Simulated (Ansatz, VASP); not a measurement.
One calculation of BN, two programs

```xyz
2
Lattice="0.0000 1.6158 1.6158 1.6158 0.0000 1.6158 1.6158 1.6158 0.0000" Properties=species:S:1:pos:R:3 pbc="T T T"
B     0.0000    0.0000    0.0000
N     0.8079    0.8079    0.8079
```

Change from the starting cell: volume scaled by 0.72, LAPW.

Alike in both runs: task single point; functional PBEsol; k mesh 17 × 17 × 17; occupations fermi-dirac, width 0.08 eV; no spin polarisation.

```csv
,VASP,Ansatz
version,VASP 6.6.1,Ansatz 0.2.0
potentials or method,"VASP PAW PBE potentials, release 64 (B, N), cutoff 520 eV","all-electron LAPW, scalar-relativistic"
```

Ansatz gave:

| Item | Value |
| --- | --- |
| gap on the k mesh at the Fermi level (eV) | 4.66 |
| pressure (GPa) | 228.4 |

Task: Which values does VASP return?

Result: gap on the k mesh at the Fermi level (eV): 4.63; pressure (GPa): 230.4.

Ansatz ran all-electron here, so the differences hold the error of VASP's frozen core and of both bases.

Caveats: the cell as given lies far from equilibrium; so large a pressure means that the cell lies far from this level's equilibrium, or that cutoff or potentials fall short (VASP); the potentials were made for another functional, which shifts forces and pressure (VASP); an odd mesh through Γ misses points on the zone boundary, where band edges often lie.
